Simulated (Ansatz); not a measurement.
Input of an Ansatz 0.2.0 run:

The input input.yaml:

```yaml
crystal:
  lattice:
    - [0.0, 1.9465, 1.9465]
    - [1.9465, 0.0, 1.9465]
    - [1.9465, 1.9465, 0.0]
  atoms:
    - { symbol: Pd, position: [0.0, 0.0, 0.0] }
hamiltonian:
  xc: pbe
  pseudopotentials: { kind: paw }
kpoints:
  mp_grid: { grid: [7, 7, 7] }
scf:
  occupations: { method: fermi_dirac, width: 0.05 }
output:
  forces: true
  stress: true
  eigenvalues: true
```

Potentials or basis: Ansatz PAW.

Run with:

```bash
$ ansatz run input.yaml --threads 2 --pin off --max-ram 5120MiB --backend cpu --events-out ev --progress --plain --runs-dir out
```

Task: Estimate the band gap on the k mesh.

Result: None (metal or under the smearing width).

Task: Estimate the pressure.

Result: 7.9 GPa.

Caveat: the k mesh is coarse (spacing up to 0.40 Å⁻¹), so the values aren't converged.
